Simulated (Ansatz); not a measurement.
Runs of Ansatz 0.2.0 on NaCl. It takes space group Pm-3m (No. 221, cubic). The conventional cell has a = 3.502 Å, b = 3.502 Å, c = 3.502 Å, α = 90.00°, β = 90.00°, γ = 90.00°. Cl (site symmetry m-3m) is surrounded by 8 Na at 3.03 Å. Na (site symmetry m-3m) has 8 Cl at 3.03 Å as nearest neighbours. Measurements of this composition are mostly on another form, of space group No. 225.

```csv
cell,gap on the mesh (eV),pressure (GPa)
relaxed to 30 GPa,(a),30.0
relaxed,4.00,0.0
relaxed to 10 GPa,(b),10.0
relaxed to 20 GPa,4.92,20.0
relaxed to 5 GPa,4.48,5.0
```

Alike in all rows: task relaxation of cell and atoms; level PBEsol; potentials or basis all-electron LAPW, scalar-relativistic; no spin polarisation; k mesh 8 × 8 × 8; smearing fermi-dirac 0.05 eV; basis error allowed 0.001 eV/atom.

Problem. Estimate the missing entries.

Solution. (a) 4.70; (b) 4.87.

A k mesh can miss the band edges.
